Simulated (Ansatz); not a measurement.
Cd:

```
CELL_PARAMETERS angstrom
1.60803 0.92840 2.44929
-1.60803 0.92840 2.44929
0.00000 -1.85679 2.44929
ATOMIC_POSITIONS crystal
Cd 0.00000 0.00000 0.00000
```

This isn't the form of Cd at room conditions, which is hcp.

| Property | Result |
| --- | --- |
| Program | Ansatz 0.2.0 |
| Task | relaxation of cell and atoms |
| Functional | PBE |
| Potentials or basis | all-electron LAPW, relativistic spinors |
| Basis error allowed | 0.001 eV/atom |
| k mesh | 8 × 8 × 8 |
| Occupations | gaussian, width 0.15 eV |
| Spin | spin-orbit coupling, no magnetisation |

At the start: volume 21.94 Å³/atom.

**Question.** Where does the relaxation end?

**Answer.** Over 4 steps the energy falls by 5.3 meV/atom and the volume is 22.82 Å³/atom (+4.0 %); space group R-3m (No. 166, to 0.05 Å).

Step by step:
```csv
step,energy change (eV),largest force (eV/Å),volume (Å³)
1,0.0000,0.0000,21.94
2,-0.0052,0.0000,22.83
3,-0.0053,0.0000,22.82
4,-0.0053,0.0000,22.82
```

Final structure:
```cif
data_structure
_symmetry_space_group_name_H-M 'P 1'
_symmetry_Int_Tables_number 1
_cell_length_a 3.1071
_cell_length_b 3.1071
_cell_length_c 3.1071
_cell_angle_alpha 63.441
_cell_angle_beta 63.441
_cell_angle_gamma 63.441
_cell_volume 22.82
loop_
_atom_site_label
_atom_site_type_symbol
_atom_site_fract_x
_atom_site_fract_y
_atom_site_fract_z
_atom_site_occupancy
Cd1 Cd 0.00000 0.00000 0.00000 1
```
